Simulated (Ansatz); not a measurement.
Computed with Ansatz 0.2.0, DFT PBE, scalar-relativistic, plane waves, PAW. All cells share a 420 eV cutoff and Γ-centred k meshes spaced at most about 0.3 Å⁻¹ (about 0.25 or finer for metals, 2π included). No spin polarisation in the final relaxations.

Temperature and zero-point effects are left out.

Compare these two cells of Te, each relaxed at this level.

A.

```xyz
14
Lattice="0.0000 6.5610 6.5610 6.5610 0.0000 6.5610 6.5610 6.5610 0.0000" Properties=species:S:1:pos:R:3 pbc="T T T"
Te    9.8415    9.8415    9.8415
Te    6.5610    6.5610    6.5610
Te    1.6402    1.6402    1.6402
Te    1.6402    4.9207    4.9207
Te    4.9207    4.9207    1.6402
Te    4.9207    1.6402    4.9207
Te   11.5887   11.5887   11.5887
Te    4.8138    8.3082    8.3082
Te    8.0943    8.0943   11.5887
Te    8.3082    4.8138    8.3082
Te   11.5887    8.0943    8.0943
Te    4.8138    4.8138    4.8138
Te    8.0943   11.5887    8.0943
Te    8.3082    8.3082    4.8138
```

B.

```xyz
4
Lattice="4.5286 0.0000 0.0000 0.0000 4.5286 0.0000 0.0000 0.0000 7.3098" Properties=species:S:1:pos:R:3 pbc="T T T"
Te    3.7700    2.2643    1.8275
Te    2.2643    0.7587    0.0000
Te    0.7587    2.2643    5.4824
Te    2.2643    3.7700    3.6549
```

Task: Which form is favoured at zero pressure, and by what margin per atom?

Result: B is lower, by 162 meV/atom. A has space group Fd-3m (No. 227), 40.3 Å³/atom and no gap on its mesh; B has space group P4_122 (No. 91), 37.5 Å³/atom and a gap of 0.13 eV. Counting all near atoms (those within 1.25 times the shortest such distance or 1.15 times the sum of covalent radii; a slash parts the counts of unlike sites), A has Te 4/6 and B has Te 2. In A, Te on a site of symmetry -43m is surrounded by 4 Te at 3.03 Å; Te on a site of symmetry -3m is surrounded by 6 Te at 3.18 Å; Te on a site of symmetry 3m is surrounded by 4 Te at 3.03–3.18 Å. In B, around Te lie 2 Te at 2.81 Å. Both come from invented guesses. The part of the Crystallography Open Database at hand lists Te in space groups No. 12, 152, 154; no cell shown has one of them.

No dispersion correction is applied, so the spacing and binding between layers, chains or molecules are poorly described (P4_122), and this can change margins and order among such cells. Spin–orbit coupling, which can matter for Te, is left out. Kohn–Sham gaps at this level usually fall short of measured ones. The missing spin–orbit coupling can work the other way here. Cells relaxed within their symmetry can be saddle points.
